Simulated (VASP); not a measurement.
Crystal: MgS (Niningerite).

```
S Mg
1.0
     0.00000    2.60165    2.60165
     2.60165    0.00000    2.60165
     2.60165    2.60165    0.00000
S Mg
1 1
Direct
  0.50000 0.50000 0.50000
  0.00000 0.00000 0.00000
```

Program: VASP 6.6.1. Alike in all runs: task band structure; potentials or basis VASP PAW PBE potentials, release 64 (S, Mg); no spin polarisation; cell as given; k mesh 10 × 10 × 10; cutoff (eV) 520; smearing gaussian 0.02 eV.

Question: Order these runs on this cell by their band gap on the k mesh, lowest first.
A. level TB-mBJ
B. level PBEsol
C. level r2SCAN

Answer: B (2.70 eV), C (3.43 eV), A (4.00 eV).

